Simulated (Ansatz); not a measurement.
# ZrC: relativity, spin-orbit coupling and the nucleus

Aim: hold the cell of ZrC and change the physics step by step: no relativity; spin-orbit coupling on.

Method: DFT, at the level named in each step, in Ansatz 0.2.0.

## 1. The starting structure

Symmetry: Fm-3m, No. 225, cubic system. The conventional cell has a = 4.700 Å, b = 4.700 Å, c = 4.700 Å, α = 90.00°, β = 90.00°, γ = 90.00°. Zr (site symmetry m-3m) is surrounded by 6 C at 2.35 Å. Around C (site symmetry m-3m) lie 6 Zr at 2.35 Å.

Coordinates:

```
CELL_PARAMETERS angstrom
0.00000 2.35021 2.35021
2.35021 0.00000 2.35021
2.35021 2.35021 0.00000
ATOMIC_POSITIONS crystal
Zr 0.50000 0.50000 0.50000
C 0.00000 0.00000 0.00000
```

The cell comes from a crystallographic database entry that wasn't checked; take it as a given geometry, which may be far from equilibrium.

Atoms are numbered in the order of the input: Zr1, C2.

## 2. No relativity, LAPW

The input, input.yaml:

```yaml
crystal:
  lattice:
    - [0.0, 2.35021, 2.35021]
    - [2.35021, 0.0, 2.35021]
    - [2.35021, 2.35021, 0.0]
  atoms:
    - { symbol: Zr, position: [0.5, 0.5, 0.5] }
    - { symbol: C, position: [0.0, 0.0, 0.0] }
kpoints:
  mp_grid: { grid: [15, 15, 15] }
  band_path:
    path:
      - [0.0, 0.0, 0.0]
      - [0.5, 0.0, 0.5]
      - [0.625, 0.25, 0.625]
      - [0.375, 0.375, 0.75]
      - [0.0, 0.0, 0.0]
      - [0.5, 0.5, 0.5]
      - [0.5, 0.25, 0.75]
      - [0.5, 0.0, 0.5]
    npoints: 5
scf:
  occupations: { method: fermi_dirac, width: 0.05 }
hamiltonian:
  xc: pbe
  pseudopotentials:
    kind: all_electron
    lapw: { basis_error: 0.00025 }
    relativity: none
output:
  forces: true
  stress: true
  eigenvalues: true
```

What it wrote, cut to the lines that bear on the results:

```text
LAPW: plane waves up to 8.861 Å⁻¹, error target 2.5e-4 eV per atom; C in spheres of 1.052 Å, 6 of its electrons in bands, Dirac shells []; Zr in spheres of 1.299 Å, 30 of its electrons in bands, Dirac shells []
[...]
Pseudopotentials: kind: all_electron
Pseudopotential: Zr, LAPW, valence charge 30, Schrödinger's equation, point nucleus
Pseudopotential: C, LAPW, valence charge 6, Schrödinger's equation, point nucleus
Functional definition: PBE
[...]
Crystal: 2 atoms, lattice volume = 25.963 Å³
Basis set: ecut = 299.17238888215513 eV, 307 PW (Γ), exchange–correlation at level 2
Bands: 22, of which v1, the nominal top of the filled ones, is band 18 counted from 1 (17 counted from 0)
Symmetry: 48 space group operations
Space group: Fm-3m (ITA 225), of the structure as read, at distance tolerance 3.0e-5 Å
k-points: 120 of 3375
[...]
SCF iter   1: F=—  HF=-97388.023910 eV  |F-HF|=—  |Δ(HF+E_count)|=         —  Δρ=1.20e-1  dr2=5.35e0  ethr=1.49e-2  ⟨swp⟩=2.0  Hψ=17411  notcnv=0
[...]
the basis was enlarged: its passes take 291.3 KiB over the memory plan, 1 of 1 planned eigensolver slots
[...]
SCF iter  10: F=-97386.238716 eV  HF=-97386.238716 eV  |F-HF|=2.91e-11  |Δ(HF+E_count)|=   3.25e-8  Δρ=2.95e-6  dr2=2.25e-9  ethr=4.41e-10  ⟨swp⟩=2.0  Hψ=8173  notcnv=0
[...]
NSCF: frozen V_eff on 36 k-points
SCF converged after 10 iterations
Free energy (F): -97386.238716 eV
[...]
E sigma→0 (E₀):  -97386.237517 eV
Entropy (-TS):   -0.002397 eV (-1.198 meV/atom)
Fermi energy:    16.522068 eV
[...]
--- Forces (eV/Å), atoms counted from 1 ---
  atom   1  Zr    -0.00000000    -0.00000000     0.00000000
  atom   2  C     -0.00000000     0.00000000    -0.00000000
[...]
--- Stress (GPa, compression-positive) ---
        2.600532      -0.000000       0.000000
       -0.000000       2.600532       0.000000
        0.000000       0.000000       2.600532
  P = ⅓ Tr σ = 2.6005 GPa (26.005 kbar)
--- Band table (eV; the first three rows and the last of 120) ---
  k-point 0: bands = ["-364.7898", "-290.2245", "-290.2245", "-290.2245", "-248.0090", "-154.3744", "-154.3744", "-154.3744", "-154.3620", "-154.3620", "-29.0545", "-8.7882", "-8.7882", "-8.7882", "5.4818", "17.4703", "17.4703", "17.4703", "17.4962", "17.4962", "17.4962", "19.1612"]
[...]
```

It took 14 s on 1 thread, shared host.

Read from it: pressure 2.60 GPa; no gap.

## 3. Spin-orbit coupling on, LAPW

input.yaml: that of step 2 with these lines changed.

```diff
@@ -25,6 +25,3 @@
   xc: pbe
-  pseudopotentials:
-    kind: all_electron
-    lapw: { basis_error: 0.00025 }
-    relativity: none
+  pseudopotentials: { kind: all_electron, lapw: { basis_error: 0.00025 } }
 output:
@@ -33 +30,4 @@
   eigenvalues: true
+magnetization:
+  noncollinear: true
+  spin_orbit: true
```

What it wrote:

```text
LAPW: plane waves up to 8.926 Å⁻¹, error target 2.5e-4 eV per atom; Dirac's equation on spinors; C in spheres of 1.053 Å, 6 of its electrons in bands; Zr in spheres of 1.297 Å, 30 of its electrons in bands
Engine: ansatz 0.2.0
Pseudopotentials: kind: all_electron
Pseudopotential: Zr, LAPW, valence charge 30, Dirac's equation, gaussian nucleus
Pseudopotential: C, LAPW, valence charge 6, Dirac's equation, gaussian nucleus
Functional definition: PBE
  parameter kappa = 0.804
  parameter beta = 0.06672455060314922
  exchange = pbe_x(kappa = kappa, mu = beta*pi^2/3)
  correlation = pbe_c(beta = beta)
non-collinear run that drives no moment, with spin-orbit: no starting moment large enough to seed its density (crystal.atoms[].spin), no starting occupations that ask for one, no magnetisation constraint and no magnetic field, so the semilocal B_xc is pinned to zero
Crystal: 2 atoms, lattice volume = 25.963 Å³
Basis set: ecut = 303.5509999350519 eV, 331 PW (Γ), exchange–correlation at level 2
Bands: 44, of which v1, the nominal top of the filled ones, is band 36 counted from 1 (35 counted from 0)
Symmetry: 48 space group operations + 48 with time reversal
Magnetic group: BNS 225.117 (UNI 1619), of the structure as read, at distance tolerance 3.0e-5 Å
k-points: 120 of 3375
Non-local potential: Zr, projectors of the file, none
Non-local potential: C, projectors of the file, none
Initial density: superposition of atomic densities (chi_scale 0.1, normalization cell, long waves kept (reshape's long-wave potential 0.00 eV rms))
Initial wavefunctions: plane waves of lowest kinetic energy (no species holds an atomic orbital)
Functional: x = pbe(κ = 0.804, μ = 0.2195149727645171), c = pbe(β = 0.06672455060314922)
iter 1 solved again at ethr=1.53e-2 eV; its pass at ethr=1.00e-1 eV (dr2=5.52e0 eV) is discarded
SCF iter   1: F=—  HF=-98979.180702 eV  |F-HF|=—  |Δ(HF+E_count)|=         —  Δρ=1.21e-1  dr2=5.52e0  dr2_m=0.00e0 (ungated)  ethr=1.53e-2  |M|=0.00e0 ∫|m|=0.00e0 μB  β_m=0.30  ⟨swp⟩=2.0  Hψ=34448  notcnv=0
preconditioner: auto → Kerker (q_TF=auto, 2.881 Å⁻¹)  [metal: Δε(μ)=0.045 eV  Ē_g=18.305 eV  σ=0.050 eV  W_gap=0.22  n_scr=14 (ndim 8)  ℏωp=27.3 eV  f_vac=0.000  D(μ)=0.07/eV (n_scr^D=0)]
spin=Noncollinear: Kerker preconditioning applied to the charge; magnetization (m_x, m_y, m_z) channels mix plain (no charge-response kernel on spin).
SCF iter   2: F=—  HF=-98977.529319 eV  |F-HF|=—  |Δ(HF+E_count)|=    1.65e0  Δρ=5.51e-2  dr2=1.19e0  dr2_m=0.00e0 (ungated)  ethr=1.53e-2  |M|=0.00e0 ∫|m|=0.00e0 μB  β_m=0.36  ⟨swp⟩=2.0  Hψ=14760  notcnv=0
SCF iter   3: F=—  HF=-98977.315622 eV  |F-HF|=—  |Δ(HF+E_count)|=   2.14e-1  Δρ=2.62e-2  dr2=2.64e-1  dr2_m=0.00e0 (ungated)  ethr=3.30e-3  |M|=0.00e0 ∫|m|=0.00e0 μB  β_m=0.68  ⟨swp⟩=2.0  Hψ=16677  notcnv=0
iter 4 solved again at ethr=5.74e-6 eV; its pass at ethr=7.34e-4 eV (dr2=2.07e-3 eV) is discarded
SCF iter   4: F=—  HF=-98977.311122 eV  |F-HF|=—  |Δ(HF+E_count)|=         —  Δρ=3.62e-3  dr2=2.06e-3  dr2_m=0.00e0 (ungated)  ethr=5.74e-6  |M|=0.00e0 ∫|m|=0.00e0 μB  β_m=0.74  ⟨swp⟩=2.0  Hψ=26768  notcnv=0
the basis was enlarged: its passes take 7.3 MiB over the memory plan, 1 of 1 planned eigensolver slots
SCF iter   5: F=—  HF=-98977.311679 eV  |F-HF|=—  |Δ(HF+E_count)|=   5.57e-4  Δρ=1.53e-3  dr2=4.48e-4  dr2_m=0.00e0 (ungated)  ethr=5.73e-6  |M|=0.00e0 ∫|m|=0.00e0 μB  β_m=0.81  ⟨swp⟩=2.1  Hψ=16251  notcnv=0
SCF iter   6: F=—  HF=-98977.311612 eV  |F-HF|=—  |Δ(HF+E_count)|=   6.63e-5  Δρ=5.60e-4  dr2=1.08e-4  dr2_m=0.00e0 (ungated)  ethr=1.24e-6  |M|=0.00e0 ∫|m|=0.00e0 μB  β_m=0.86  ⟨swp⟩=2.1  Hψ=16239  notcnv=0
SCF iter   7: F=—  HF=-98977.311595 eV  |F-HF|=—  |Δ(HF+E_count)|=   1.74e-5  Δρ=2.45e-4  dr2=2.26e-5  dr2_m=0.00e0 (ungated)  ethr=3.00e-7  |M|=0.00e0 ∫|m|=0.00e0 μB  β_m=0.88  ⟨swp⟩=2.0  Hψ=16228  notcnv=0
SCF iter   8: F=—  HF=-98977.311589 eV  |F-HF|=—  |Δ(HF+E_count)|=   5.92e-6  Δρ=6.66e-5  dr2=1.51e-6  dr2_m=0.00e0 (ungated)  ethr=6.28e-8  |M|=0.00e0 ∫|m|=0.00e0 μB  β_m=0.94  ⟨swp⟩=2.1  Hψ=16236  notcnv=0
SCF iter   9: F=-98977.311589 eV  HF=-98977.311589 eV  |F-HF|=4.07e-8  |Δ(HF+E_count)|=   9.79e-8  Δρ=1.55e-5  dr2=6.62e-8  dr2_m=0.00e0 (ungated)  ethr=4.21e-9  |M|=0.00e0 ∫|m|=0.00e0 μB  ⟨swp⟩=2.0  Hψ=16228  notcnv=0
SCF 1 converged in 9 iterations: F = -98977.311589 eV  dr2 = 6.62e-8
NSCF: frozen V_eff on 36 k-points
SCF converged after 9 iterations
Magnetization: |M| = 0.0000 μB,  M = (+0.0000, +0.0000, +0.0000) μB
Absolute magnetization: 0.0000 μB (∫|m|)
  site 0: m = (+0.0000, +0.0000, +0.0000) μB, |m| = 0.0000 μB  (R = 1.30 Å)
  site 1: m = (+0.0000, +0.0000, +0.0000) μB, |m| = 0.0000 μB  (R = 1.05 Å)
Free energy (F): -98977.311589 eV
Harris-Foulkes:  -98977.311589 eV  (|F-HF|=4.07e-8)
Internal energy: -98977.309128 eV  (E = F + TS)
E sigma→0 (E₀):  -98977.310359 eV
Entropy (-TS):   -0.002461 eV (-1.231 meV/atom)
Fermi energy:    16.511598 eV
--- Per-component energies (eV) ---
  E_band       = -4562.421768
  E_kinetic    = 102243.425610
  E_xc         = -3259.300055
  E_electrostatic = -197961.434683  (all electrons and nuclei)
  E_smearing   = -0.002461  (= −TS)
  E_closure    = 0.000000  (closes the sum)
  E_atoms      = -98959.053539  (free atoms, spherical and without spin; not in F)
  Σ components = -98977.311589   (vs F -98977.311589, Δ=0.00e0)
  Basis errors (estimates in eV, not in F): energy 7.9e-5 per atom: plane waves 7.0e-5 (3.9e-5 summed), levels above the bands 2.6e-28, relativity 2.4e-8, radial functions 9.3e-6, core shells 7.5e-14; eigenvalues (radial functions only) 7.6e-7; not estimated: angular momenta, meshes, grids; target (lapw.basis_error) 2.5e-4; muffin-tin radii C 1.053 Å, Zr 1.297 Å
--- Forces (eV/Å), atoms counted from 1 ---
  atom   1  Zr    -0.00000000    -0.00000000    -0.00000000
  atom   2  C     -0.00000000    -0.00000000     0.00000000
  max |Σ_I F_I| component: 5.03e-24 eV/Å
--- Stress (GPa, compression-positive) ---
        1.208213      -0.000000       0.000000
       -0.000000       1.208213      -0.000000
        0.000000      -0.000000       1.208213
  P = ⅓ Tr σ = 1.2082 GPa (12.082 kbar)
--- Band table (eV; the first three rows and the last of 120) ---
  k-point 0: bands = ["-381.3503", "-381.3503", "-303.6078", "-303.6078", "-289.9404", "-289.9404", "-289.9404", "-289.9404", "-248.0788", "-248.0788", "-152.9133", "-152.9133", "-152.9133", "-152.9133", "-150.4217", "-150.4217", "-150.4142", "-150.4142", "-150.4142", "-150.4142", "-31.5677", "-31.5677", "-10.5130", "-10.5130", "-8.7214", "-8.7214", "-8.7214", "-8.7214", "5.2096", "5.2096", "17.4101", "17.4101", "17.4711", "17.4711", "17.4711", "17.4711", "17.5876", "17.5876", "17.5876", "17.5876", "17.6608", "17.6608", "19.3338", "19.3338"]
  k-point 1: bands = ["-381.3503", "-381.3503", "-303.6078", "-303.6078", "-289.9404", "-289.9404", "-289.9404", "-289.9404", "-248.0788", "-248.0788", "-152.9133", "-152.9133", "-152.9133", "-152.9133", "-150.4217", "-150.4217", "-150.4142", "-150.4142", "-150.4142", "-150.4142", "-31.5633", "-31.5633", "-10.5266", "-10.5266", "-8.7510", "-8.7510", "-8.7250", "-8.7250", "5.3111", "5.3111", "16.6482", "16.6482", "16.8579", "16.8579", "16.8587", "16.8587", "17.8378", "17.8378", "17.8437", "17.8437", "18.1865", "18.1865", "19.9046", "19.9046"]
  k-point 2: bands = ["-381.3503", "-381.3503", "-303.6078", "-303.6078", "-289.9404", "-289.9404", "-289.9404", "-289.9404", "-248.0788", "-248.0788", "-152.9133", "-152.9133", "-152.9133", "-152.9133", "-150.4217", "-150.4217", "-150.4142", "-150.4142", "-150.4142", "-150.4142", "-31.5510", "-31.5510", "-10.5663", "-10.5663", "-8.8321", "-8.8321", "-8.7353", "-8.7353", "5.6039", "5.6039", "15.6264", "15.6264", "16.0227", "16.0227", "16.0296", "16.0296", "18.1607", "18.1607", "18.1628", "18.1628", "18.6261", "18.6261", "21.0302", "21.0302"]
  k-point 119: bands = ["-381.3503", "-381.3503", "-303.6078", "-303.6078", "-289.9404", "-289.9404", "-289.9404", "-289.9404", "-248.0788", "-248.0788", "-152.9133", "-152.9133", "-152.9133", "-152.9133", "-150.4217", "-150.4217", "-150.4142", "-150.4142", "-150.4142", "-150.4142", "-31.4329", "-31.4329", "-10.9054", "-10.9054", "-9.2705", "-9.2705", "-9.1061", "-9.1061", "7.0780", "7.0780", "13.7237", "13.7237", "14.1516", "14.1516", "14.3118", "14.3118", "19.4996", "19.4996", "20.0866", "20.0866", "22.1766", "22.1766", "23.6084", "23.6084"]
```

It took 99 s on 1 thread, shared host.

This run gives: pressure 1.21 GPa; no gap.

At the corners of the path (eV, zero at the Fermi level):

```
point  band 33  band 34  band 35  band 36  band 37  band 38  band 39
    Γ     0.96     0.96     0.96     0.96     1.08     1.08     1.08
    X    -1.75    -1.75     0.01     0.01     0.12     0.12     4.46
    U    -2.28    -2.28    -1.56    -1.56     1.51     1.51     4.89
    K    -2.28    -2.28    -1.56    -1.56     1.51     1.51     4.89
    Γ     0.96     0.96     0.96     0.96     1.08     1.08     1.08
    L    -2.94    -2.94    -2.92    -2.92     4.50     4.50     4.51
    W    -2.41    -2.41    -2.26    -2.26     3.28     3.28     3.30
    X    -1.75    -1.75     0.01     0.01     0.12     0.12     4.46
```

## 4. Spin-orbit coupling on, PAW

input.yaml: that of step 3 with these lines changed.

```diff
@@ -25,3 +25,3 @@
   xc: pbe
-  pseudopotentials: { kind: all_electron, lapw: { basis_error: 0.00025 } }
+  pseudopotentials: { kind: paw_fr }
 output:
@@ -30,2 +30,3 @@
   eigenvalues: true
+  efg: { contact_densities: true }
 magnetization:
```

What it wrote, cut to the lines that bear on the results:

```text
[...]
Pseudopotentials: kind: paw_fr
Pseudopotential: Zr, paw_fr, valence charge 12, recommended cutoff 420 eV (normal)#standard-fr
Pseudopotential: C, paw_fr, valence charge 4, recommended cutoff 420 eV (normal)#standard-fr
Functional definition: PBE
[...]
non-collinear run that drives no moment, with spin-orbit: no starting moment large enough to seed its density (crystal.atoms[].spin), no starting occupations that ask for one, no magnetisation constraint and no magnetic field, so the semilocal B_xc is pinned to zero
Crystal: 2 atoms, lattice volume = 25.963 Å³
Basis set: ecut = 420 eV, 531 PW (Γ), exchange–correlation on 48×48×48 points (8 copies of the dense FFT grid, shifted against one another)
Bands: 24, of which v1, the nominal top of the filled ones, is band 16 counted from 1 (15 counted from 0)
Symmetry: 48 space group operations + 48 with time reversal
[...]
Free energy (F): -4437.351685 eV
[...]
E sigma→0 (E₀):  -4437.350455 eV
Entropy (-TS):   -0.002459 eV (-1.229 meV/atom)
Fermi energy:    14.859809 eV
[...]
--- Forces (eV/Å), atoms counted from 1 ---
  atom   1  Zr     0.00000000    -0.00000000     0.00000000
  atom   2  C     -0.00000000     0.00000000     0.00000000
[...]
--- Stress (GPa, compression-positive) ---
        1.143821      -0.000000      -0.000000
        0.000000       1.143821       0.000000
        0.000000      -0.000000       1.143821
  P = ⅓ Tr σ = 1.1438 GPa (11.438 kbar)
--- PAW observables at the nuclei: V_zz in 10²¹ V/m², potentials from the cell's mean, atoms counted from 1 ---
  atom   1  Zr V_zz =    -0.000000   η = 0.0000   by run symmetry: forbidden
            electrostatic potential = -5931.785140 V   contact ρ = 491218.716918 e/Å³
  atom   2  C  V_zz =    +0.000000   η = 0.0000   by run symmetry: forbidden
            electrostatic potential = -423.615078 V   contact ρ = 869.775288 e/Å³
--- Band table (eV; the first three rows and the last of 120) ---
[... band rows left out ...]
[...]
```

It took 9.5 s on 1 thread, shared host.

Read from it: pressure 1.14 GPa; no gap.

## 5. Comparison

| run | pressure (GPa) | SCF cycles, all passes | time |
| --- | --- | --- | --- |
| no relativity, LAPW | 2.60 | 10 | 14 s |
| spin-orbit coupling on, LAPW | 1.21 | 9 | 99 s |
| spin-orbit coupling on, PAW | 1.14 | 7 | 9.5 s |

## 6. What came out

| quantity | value |
| --- | --- |
| pressure, no relativity, LAPW | 2.60 GPa |
| pressure, spin-orbit coupling on, LAPW | 1.21 GPa |

In words: Going from no relativity to the run with spin-orbit coupling (scalar and spin-orbit effects together) moves the pressure by -1.39 GPa; the heaviest element has Z = 40. With spin-orbit coupling, PAW lies -0.06 GPa from LAPW in pressure.
